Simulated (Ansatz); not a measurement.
## AgCl in 5 structures

5 cells of AgCl were relaxed with r2SCAN in the plane-wave code Ansatz. Computed values for non-magnetic cells; some structures come from databases, others from prototypes and may be hypothetical.

CsCl type:
```
CELL_PARAMETERS angstrom
3.39559 0.00000 0.00000
0.00000 3.39559 0.00000
0.00000 0.00000 3.39559
ATOMIC_POSITIONS crystal
Ag 0.00000 0.00000 0.00000
Cl 0.50000 0.50000 0.50000
```

h-MgO type:
```
CELL_PARAMETERS angstrom
4.51840 0.00000 0.00000
-2.25920 3.91305 0.00000
0.00000 0.00000 5.72303
ATOMIC_POSITIONS crystal
Ag 0.33333 0.66667 0.25000
Ag 0.66667 0.33333 0.75000
Cl 0.66667 0.33333 0.25000
Cl 0.33333 0.66667 0.75000
```

NiAs type:
```
CELL_PARAMETERS angstrom
4.00486 0.00000 0.00000
-2.00243 3.46831 0.00000
0.00000 0.00000 6.20104
ATOMIC_POSITIONS crystal
Ag 0.00000 0.00000 0.00000
Ag 0.00000 0.00000 0.50000
Cl 0.33333 0.66667 0.25000
Cl 0.66667 0.33333 0.75000
```

database Fm-3m (2 atoms):
```
CELL_PARAMETERS angstrom
0.00000 2.77317 2.77317
2.77317 0.00000 2.77317
2.77317 2.77317 0.00000
ATOMIC_POSITIONS crystal
Ag 0.00000 0.00000 0.00000
Cl 0.50000 0.50000 0.50000
```

database Cmcm (4 atoms):
```
CELL_PARAMETERS angstrom
1.86314 -5.55611 0.00000
1.86314 5.55611 0.00000
0.00000 0.00000 3.94200
ATOMIC_POSITIONS crystal
Ag 0.39578 0.60422 0.75000
Ag 0.60422 0.39578 0.25000
Cl 0.86592 0.13408 0.25000
Cl 0.13408 0.86592 0.75000
```

Energies are counted from the lowest cell, each relaxed with the functional named (k spacing about 0.3 1/Å); gaps are on the r2SCAN cells (d direct, i indirect).
```csv
structure,space group,volume (Å³/atom),"E, r2SCAN (meV/atom)","E, PBEsol (meV/atom)","E, LDA (meV/atom)","E, PBE (meV/atom)","gap, PBE (eV)","gap, r2SCAN (eV)","gap, HSE06 (eV)","gap, PBE0 (eV)"
CsCl type,Pm-3m,19.58,122,125,133,153,0.58 i (X → Γ),1.23 i (X → Γ),2.01 i (X → Γ),2.70 i (X → Γ)
h-MgO type,P6_3/mmc,25.30,38,19,39,0,1.37 i (H → Γ),1.82 i (H → Γ),2.85 i (H → Γ),3.57 i (H → Γ)
NiAs type,P6_3/mmc,21.53,7,0,0,15,0.91 d (Γ),1.48 d (Γ),2.39 d (Γ),3.09 d (Γ)
database Fm-3m (2 atoms),Fm-3m,21.33,0,4,5,14,0.91 i (L → Γ),1.48 i (L → Γ),2.41 i (L → Γ),3.11 i (L → Γ)
database Cmcm (4 atoms),Cmcm,20.40,30,20,14,48,0.45 i (Σ₀–Γ (0.10) → Γ),1.01 i (Σ₀–Γ (0.12) → Γ),1.86 i (Σ₀–Γ (0.12) → Γ),2.56 i (Σ₀–Γ (0.12) → Γ)
```

Among these cells the lowest with r2SCAN is database Fm-3m (2 atoms), 7 meV an atom below the next, NiAs type. Other structures, not computed here, could lie lower. PBEsol puts NiAs type lowest instead. LDA puts NiAs type lowest instead. PBE puts h-MgO type lowest instead. The start from wurtzite ended in the same structure as one of these cells. The start from another database entry ended in the same structure as one of these cells.

Against database Fm-3m (2 atoms) (HSE06 gap 2.41 eV): CsCl type -0.40 eV at -8.2 % volume; h-MgO type +0.44 eV at +18.6 % volume; NiAs type -0.02 eV at +1.0 % volume; database Cmcm (4 atoms) -0.55 eV at -4.3 % volume.

The runs are scalar-relativistic, without spin-orbit coupling.

Where an edge lies off the special points, it is a point of the mesh or the k point where a search put PBE's edge or least direct gap, reused for the other functionals, whose own edges may lie a little apart.

The meshes of the hybrids are coarse, so their gaps aren't converged to the digits shown.
